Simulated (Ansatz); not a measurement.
# ZnSe: the cell at several levels of theory

The task here is to estimate one member of a computed series from the others.

Code: Ansatz 0.2.0. PAW datasets, plane waves, zero pressure. Calculated at 0 K for a non-magnetic cell.

### The cell

Space group F-43m (No. 216), cubic; conventional cell a = 5.668 Å, 22.76 Å³ an atom. Around Zn lie 4 Se at 2.45 Å; around Se lie 4 Zn at 2.45 Å.

Structure file:

```cif
data_structure
_symmetry_space_group_name_H-M 'F-43m'
_symmetry_Int_Tables_number 216
_cell_length_a 5.6676
_cell_length_b 5.6676
_cell_length_c 5.6676
_cell_angle_alpha 90.000
_cell_angle_beta 90.000
_cell_angle_gamma 90.000
_cell_volume 182.05
loop_
_atom_site_label
_atom_site_type_symbol
_atom_site_symmetry_multiplicity
_atom_site_Wyckoff_symbol
_atom_site_fract_x
_atom_site_fract_y
_atom_site_fract_z
_atom_site_occupancy
Zn1 Zn 4 a 0.00000 0.00000 0.00000 1
Se1 Se 4 d 0.25000 0.25000 0.75000 1
```

Set-up of the first run:

File input.yaml:

```yaml
crystal:
  lattice:
    - [0.0, 2.8338, 2.8338]
    - [2.8338, 0.0, 2.8338]
    - [2.8338, 2.8338, 0.0]
  atoms:
    - { symbol: Zn, position: [0.0, 0.0, 0.0] }
    - { symbol: Se, position: [0.25, 0.25, 0.25] }
kpoints:
  mp_grid: { grid: [8, 8, 8] }
hamiltonian:
  xc: pbe
scf:
  occupations: { method: fermi_dirac, width: 0.02 }
relax:
  f_tol: 0.005
  cell: {}
output:
  write_density: true
  write_potential: true
  elf: true
  volumetric_format: npy
```

On the command line:

```
$ ansatz run input.yaml --threads 2 --pin off --max-ram 2211MiB --backend cpu --events-out ev --progress --plain --runs-dir out
```

Among the steps run: Relaxation with PBE; Relaxing with r2SCAN; Relaxing with PBEsol; Relaxation with LDA; HSE06: cell and atoms.

One of the session's tables, all rows but one given; the rest of the session is left out.

| level | a (Å) | volume (Å³/atom) |
| --- | --- | --- |
| PBE | 5.732 | 23.539 |
| r2SCAN | 5.665 | 22.723 |
| PBEsol | 5.634 | 22.349 |
| LDA | ? | ? |
| HSE06 | 5.701 | 23.163 |

Estimate the missing values for LDA.

The run gave: a (Å): 5.568; volume (Å³/atom): 21.575. In the column «a (Å)» it is the lowest.

What this shows: From the start to the first minimum the volume moved by +3.4 %. The volume runs from LDA (least) to PBE (most), a spread of 9.1 %, or 2.9 % in length if all axes shared it alike. A measured a is 5.6685 Å (300 K; a printed reference work, data compilation); the misses are PBE +1.1 %, r2SCAN -0.1 %, PBEsol -0.6 %, LDA -1.8 %, HSE06 +0.6 %. The calculation is for a static lattice, without the thermal expansion and zero-point motion that a deposited cell holds. The meshes differ: PBE 8×8×8, r2SCAN 8×8×8, PBEsol 8×8×8, LDA 8×8×8, HSE06 6×6×6.

**Measured values.**

A printed reference work, data compilation reports, for a bulk crystal of ZnSe at 300 K: lattice constant a 5.6685 ± 0.0004 Å.
